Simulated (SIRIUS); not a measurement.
# P (Cmce) in SIRIUS: reference runs, part 2 of 2

SIRIUS 7.10.0.

## (3) Single point, PBE (atoms moved at random, drawn with an rms of 0.05 Å)

sirius.json reads:

```json
{
  "control": {
    "processing_unit": "cpu",
    "verbosity": 2,
    "num_bands_to_print": 17,
    "print_forces": true,
    "print_stress": true
  },
  "parameters": {
    "electronic_structure_method": "pseudopotential",
    "xc_functionals": ["XC_GGA_X_PBE", "XC_GGA_C_PBE"],
    "gk_cutoff": 6.7,
    "pw_cutoff": 13.4,
    "ngridk": [8, 8, 6],
    "shiftk": [0, 0, 0],
    "smearing": "fermi_dirac",
    "smearing_width": 0.0018374661,
    "num_bands": 17,
    "num_mag_dims": 0,
    "num_dft_iter": 100,
    "energy_tol": 1e-08,
    "density_tol": 1e-06
  },
  "iterative_solver": {
    "type": "davidson",
    "min_tolerance": 1e-10
  },
  "mixer": {
    "type": "anderson",
    "beta": 0.7,
    "max_history": 8
  },
  "settings": {
    "tol_ne": 1e-10
  },
  "unit_cell": {
    "lattice_vectors": [
      [3.113783228284, -10.327424561187, 0.0],
      [3.113783228284, 10.327424561187, 0.0],
      [0.0, 0.0, 8.586226875202]
    ],
    "atom_coordinate_units": "lattice",
    "atom_types": ["P"],
    "atom_files": {
      "P": "P.json"
    },
    "atoms": {
      "P": [
        [0.912619, 0.107178, 0.593242],
        [0.094229, 0.90635, 0.4141],
        [0.591815, 0.406721, 0.093499],
        [0.400676, 0.582771, 0.905946]
      ]
    }
  }
}
```

Potentials or basis: PseudoDojo 0.4.1 PBE standard (scalar relativistic).

Run with:

```sh
$ upf_to_json P.upf
$ OMP_NUM_THREADS=1 sirius.scf --input=sirius.json --output=out.json --task=0
```

The program printed:

```text
[info] SIRIUS version : 7.10.0
[info] number of MPI ranks           : 1
[info] MPI grid                      : 1 1
[info] maximum number of OMP threads : 1
[fft] FFT context for density and potential
[fft] =====================================
[fft]   comm size                             : 1
[fft]   plane wave cutoff                     : 13.4
[fft]   grid size                             : 50 50 40   total : 100000
[fft]   grid limits                           : -24 25   -24 25   -19 20
[fft]   number of G-vectors within the cutoff : 11241
[fft]   local number of G-vectors             : 11241
[fft]   number of G-shells                    : 3144
[fft] FFT context for coarse grid
[fft] =====================================
[fft]   comm size                             : 1
[fft]   plane wave cutoff                     : 13.4
[fft]   grid size                             : 50 50 40   total : 100000
[fft]   grid limits                           : -24 25   -24 25   -19 20
[fft]   number of G-vectors within the cutoff : 11241
[fft]   local number of G-vectors             : 11241
[fft]   number of G-shells                    : 3144
[unit cell] lattice vectors
[unit cell]   a1 :       3.1137832283    -10.3274245612      0.0000000000
[unit cell]   a2 :       3.1137832283     10.3274245612      0.0000000000
[unit cell]   a3 :       0.0000000000      0.0000000000      8.5862268752
[unit cell] reciprocal lattice vectors
[unit cell]   b1 :       1.0089310730     -0.3041990416      0.0000000000
[unit cell]   b2 :       1.0089310730      0.3041990416     -0.0000000000
[unit cell]   b3 :      -0.0000000000      0.0000000000      0.7317748993
[unit cell] unit cell volume :       552.22080120 [a.u.^3]
[unit cell] 1/sqrt(omega)    :         0.04255432
[unit cell] MT volume        :         0.00000000 ( 0.00%)
[unit cell] IT volume        :       552.22080120 (100.00%)
[unit cell] number of atom types : 1
[unit cell] type id : 0 symbol :  P mt_radius :  12.970000 num_atoms : 4
[unit cell] total number of atoms : 4
[unit cell] number of symmetry classes : 4
[unit cell] number of PAW atoms : 0
[unit cell] atom id  type id  class id             position                      vector_field
[unit cell] ------------------------------------------------------------------------------------------
[unit cell]      0        0        0      0.91262   0.10718   0.59324      0.00000   0.00000   0.00000
[unit cell]      1        0        1      0.09423   0.90635   0.41410      0.00000   0.00000   0.00000
[unit cell]      2        0        2      0.59181   0.40672   0.09350      0.00000   0.00000   0.00000
[unit cell]      3        0        3      0.40068   0.58277   0.90595      0.00000   0.00000   0.00000
[unit cell] atom id         position (Cartesian, a.u.)
[unit cell] ---------------------------------------------
[unit cell]      0       3.175427   -8.318131    5.093710
[unit cell]      1       3.115586    8.387118    3.555557
[unit cell]      2       3.109225   -1.911544    0.802804
[unit cell]      3       3.062241    1.880572    7.778658
[unit cell] class id : 0 atom id : 0
[unit cell] class id : 1 atom id : 1
[unit cell] class id : 2 atom id : 2
[unit cell] class id : 3 atom id : 3
[unit cell] minimum bond length:     4.028535
[... 348 lines left out ...]
[find] --------------------------------------------------------------------------------
[find] total charge          : 20.000000
[find] Energy
[find] --------------------------------------------------------------------------------
[find] valence_eval_sum               :      -0.07024943
[find] <rho|V^{XC}>                   :      -8.93594745
[find] <rho|E^{XC}>                   :      -8.22083505
[find] <mag|B^{XC}>                   :       0.00000000
[find] <rho|V^{H}>                    :       7.83242470
[find] one-electron contribution      :       1.03327333 (Ha),       2.06654665 (Ry)
[find] hartree contribution           :       3.91621235
[find] xc contribution                :      -8.22083505
[find] ewald contribution             :     -24.42280974
[find] PAW contribution               :       0.00000000
[find] smearing (-TS)                 :      -0.00000784
[find] SCF correction                 :      -0.00000003
[find] Total energy                   :     -27.69415914 (Ha),     -55.38831828 (Ry)
[find] Free energy (E-TS)             :     -27.69416698 (Ha),     -55.38833396 (Ry)
[find] band gap (eV)                  :       0.30221650
[find] Efermi                         :       0.25546103
[find] iteration : 18, RMS : 2.004585294321e-09, energy difference : -3.918643187717e-11
[find] Hartree energy of density residual : 2.343344161041e-15
[find] bands are converged : true
[find] iterative solver converged : true
[find] converged after 19 SCF iterations!
[find] Charges and magnetic moments
[find] --------------------------------------------------------------------------------
[find] total charge          : 20.000000
[find] Energy
[find] --------------------------------------------------------------------------------
[find] valence_eval_sum               :      -0.07024943
[find] <rho|V^{XC}>                   :      -8.93594745
[find] <rho|E^{XC}>                   :      -8.22083505
[find] <mag|B^{XC}>                   :       0.00000000
[find] <rho|V^{H}>                    :       7.83242470
[find] one-electron contribution      :       1.03327333 (Ha),       2.06654665 (Ry)
[find] hartree contribution           :       3.91621235
[find] xc contribution                :      -8.22083505
[find] ewald contribution             :     -24.42280974
[find] PAW contribution               :       0.00000000
[find] smearing (-TS)                 :      -0.00000784
[find] SCF correction                 :      -0.00000003
[find] Total energy                   :     -27.69415914 (Ha),     -55.38831828 (Ry)
[find] Free energy (E-TS)             :     -27.69416698 (Ha),     -55.38833396 (Ry)
[find] band gap (eV)                  :       0.30221650
[find] Efermi                         :       0.25546103
[ground_state] === stress tensor components [kbar] ===
[ground_state] === stress_kin ===
[ground_state] -3429.036781    0.457915    3.160870
[ground_state]     0.457915-3778.452264  -30.142544
[ground_state]     3.160870  -30.142544-3596.008482
[ground_state] === stress_har ===
[ground_state] -1615.378307    0.211648  -11.487927
[ground_state]     0.211648  665.418231   33.121369
[ground_state]   -11.487927   33.121369-1136.504792
[ground_state] === stress_ewald ===
[ground_state]  2365.412342    3.461331 -105.756733
[ground_state]     3.461331 6956.544887  168.653246
[ground_state]  -105.756733  168.653246 3689.935375
[ground_state] === stress_vloc ===
[ground_state]  4391.867983   -3.410947  105.695740
[ground_state]    -3.410947-2134.071374 -176.964776
[ground_state]   105.695740 -176.964776 2738.178809
[ground_state] === stress_xc ===
[ground_state]   409.103717    0.000229   -0.262757
[ground_state]     0.000229  416.439736    0.510604
[ground_state]    -0.262757    0.510604  411.660536
[ground_state] === stress_core ===
[ground_state]   826.025643   -0.035318    0.515501
[ground_state]    -0.035318  828.138906   -0.128313
[ground_state]     0.515501   -0.128313  826.431368
[ground_state] === stress_nonloc ===
[ground_state] -2977.313940    0.636609   -9.376248
[ground_state]     0.636609-3001.053864    3.679762
[ground_state]    -9.376248    3.679762-2977.770175
[ground_state] === stress_us_nl ===
[ground_state] -2977.313940    0.636609   -9.376248
[ground_state]     0.636609-3001.053864    3.679762
[ground_state]    -9.376248    3.679762-2977.770175
[ground_state] === stress_total ===
[ground_state]   -29.319343    1.321466  -17.511553
[ground_state]     1.321466  -47.035742   -1.270652
[ground_state]   -17.511553   -1.270652  -44.077362
[ground_state] ==== total Forces in Ha/bohr =====
[ground_state] atom:    0, force:      -0.0145613      0.0009341     -0.0142683
[ground_state] atom:    1, force:      -0.0005291     -0.0014787      0.0041147
[ground_state] atom:    2, force:       0.0007158     -0.0190202     -0.0056587
[ground_state] atom:    3, force:       0.0143746      0.0195617      0.0158108
[ground_state] ==== ultrasoft contribution from Qij =====
[ground_state] atom:    0, force:       0.0000000      0.0000000      0.0000000
[ground_state] atom:    1, force:       0.0000000      0.0000000      0.0000000
[ground_state] atom:    2, force:       0.0000000      0.0000000      0.0000000
[ground_state] atom:    3, force:       0.0000000      0.0000000      0.0000000
[ground_state] ==== non-local contribution from Beta-projector =====
[ground_state] atom:    0, force:      -0.0162647     -0.1174313      0.0992438
[ground_state] atom:    1, force:      -0.0008273      0.1171605     -0.1087168
[ground_state] atom:    2, force:       0.0008463      0.1146521      0.1050091
[ground_state] atom:    3, force:       0.0161627     -0.1077718     -0.1017193
[ground_state] ==== contribution from local potential =====
[ground_state] atom:    0, force:       0.0726627     -1.3243130      0.6207278
[ground_state] atom:    1, force:       0.0145207      1.2860369     -0.5652730
[ground_state] atom:    2, force:      -0.0140471      1.3106478      0.5307216
[ground_state] atom:    3, force:      -0.0730584     -1.2787356     -0.5802088
[ground_state] ==== contribution from core density =====
[ground_state] atom:    0, force:       0.0007610      0.0033537     -0.0026280
[ground_state] atom:    1, force:       0.0000513     -0.0033974      0.0030446
[ground_state] atom:    2, force:      -0.0000519     -0.0032099     -0.0030065
[ground_state] atom:    3, force:      -0.0007553      0.0030049      0.0028040
[ground_state] ==== Ewald forces from ions =====
[ground_state] atom:    0, force:      -0.0717203      1.4393246     -0.7316119
[ground_state] atom:    1, force:      -0.0142737     -1.4012786      0.6750599
[ground_state] atom:    2, force:       0.0139686     -1.4411102     -0.6383830
[ground_state] atom:    3, force:       0.0720255      1.4030642      0.6949349
[~DFT_ground_state] local op. applied: 145025
[~DFT_ground_state] evp. work count: 35575
[~DFT_ground_state] number of iterative solver steps: 12658
```

Run time: 5.5 min. Hardware: 1 thread of Arm Neoverse V2, shared host; peak memory 1.2 GiB.

Results:

| Property | Result |
| --- | --- |
| Free energy | -753.5967 eV |
| Pressure | 4.0 GPa |
| Largest force | 1.490 eV/Å |
| Band gap on the k mesh | 0.30 eV |

Forces on the atoms (eV/Å):
```
P   -0.749  0.048 -0.734
P   -0.027 -0.076  0.212
P    0.037 -0.978 -0.291
P    0.739  1.006  0.813
```

Stress tensor (GPa, compression positive):
```
 2.93 -0.13  1.75
-0.13  4.70  0.13
 1.75  0.13  4.41
```

A k mesh can miss the band edges.
